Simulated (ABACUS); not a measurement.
# MgSe in ABACUS: the effect of functional

Crystal: MgSe.

```xyz
2
Lattice="-2.7790 0.0000 2.7790 0.0000 2.7790 2.7790 -2.7790 2.7790 0.0000" Properties=species:S:1:pos:R:3 pbc="T T T"
Se   -2.7790    2.7790    2.7790
Mg    0.0000    0.0000    0.0000
```

The cell isn't the ideal one: volume scaled by 1.06.

Alike in all runs:

```yaml
Program: ABACUS 3.10.1
Task: equation of state
Potentials_or_basis: SG15 ONCV 1.2 PBE
Cutoff: 1184 eV
Density_cutoff: 4735 eV
Basis: plane waves
k_mesh: 6 × 6 × 6
Occupations: fermi-dirac, width 0.05 eV
Spin: no spin polarisation
```

| functional | gap on the mesh (eV) | pressure (GPa) |
| --- | --- | --- |
| LDA | 1.38 | -4.4 |
| PBEsol | 1.61 | -2.7 |
| PW91 | ? | ? |
| WC | 1.67 | -2.4 |
| SCAN | 2.37 | -2.7 |
| TPSS | 2.06 | -1.8 |

Task: What does the run with functional PW91 give?

Result: gap on the mesh 1.71 eV; pressure -1.5 GPa.

Caveats: the potentials were made for another functional, which shifts forces and pressure.

A k mesh can miss the band edges.

Runs at the PBE level aren't shown here.
